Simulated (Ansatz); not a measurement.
**Pd under changes of volume**

One of the cells (15.531 Å³/atom); the others are scaled copies at fixed shape and fractional positions:

```
Pd
1.0
     2.78367    0.00000    0.00000
    -1.39183    2.41072    0.00000
     0.00000    0.00000    4.62889
Pd
2
Direct
  0.33333 0.66667 0.25000
  0.66667 0.33333 0.75000
```

This isn't the form of Pd at room conditions, which is fcc.

* Program: Ansatz 0.2.0
* Functional: PBEsol
* Potentials or basis: all-electron LAPW, scalar-relativistic
* Cutoff: 260 eV (chosen from the basis error)
* Basis error allowed: 0.001 eV/atom
* k mesh: 11 × 11 × 6
* Occupations: fermi-dirac, width 0.05 eV
* Spin: no spin polarisation

```csv
volume (Å³/atom),energy over the lowest point (meV/atom),pressure (GPa)
14.600,0.00,0.2
14.910,3.84,-3.8
15.221,?,?
15.531,32.58,-10.4
15.842,55.66,-13.0
16.153,83.51,-15.3
16.463,115.47,-17.3
```

Question: What does the run at 15.221 Å³/atom give?

Answer: Energy over the lowest point 15.03 meV/atom; pressure -7.3 GPa.

Worked out: A Birch-Murnaghan fit of order 3 (a polynomial in V^(-2/3)) to the other rows has its minimum at 14.60 Å³/atom with B0 = V·E''(V) = 203 GPa and B' = 5.5 at fixed shape and positions, which overstates the stiffness. It gives 15.06 meV/atom at 15.221 Å³/atom, against the run's 15.03, and -dE/dV = -7.5 GPa, against -7.3.

Energies are extrapolated to zero smearing.
